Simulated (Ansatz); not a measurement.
MoS2:

```
Mo S
1.0
     1.58000    0.91221    6.15000
    -1.58000    0.91221    6.15000
     0.00000   -1.82443    6.15000
Mo S
1 2
Direct
  0.00000 0.00000 0.00000
  0.41700 0.41700 0.41700
  0.25000 0.25000 0.25000
```

Measurements of this composition are mostly on another form, of space group No. 194.

Base run:

| Quantity | Value |
| --- | --- |
| Program | Ansatz 0.2.0 |
| Functional | RPBE |
| Potentials or basis | Ansatz PAW |
| Cutoff | 420 eV (not typed: the program's choice for these potentials) |
| k mesh | 10 × 10 × 10 |
| Occupations | fermi-dirac, width 0.05 eV |
| Spin | no spin polarisation |

Its results: band gap on the k mesh 1.00 eV, indirect (least direct gap 1.96 eV); pressure 8.1 GPa; largest force 0.594 eV/Å.

The run is repeated on the same cell with these changes: functional from RPBE to PBE. What comes out?

Band gap on the k mesh 0.95 eV, indirect (least direct gap 1.96 eV); pressure 5.4 GPa; largest force 0.521 eV/Å.

PBE binds more tightly than RPBE, so the same cell stands under less pressure.

Caveats: the k mesh misses the band edges, so the gap on the mesh is wider than the one along the path (some runs); the PAW data sets come from PBE, with cores solved anew for the run's functional, which leaves a small shift of forces and pressure (some runs).
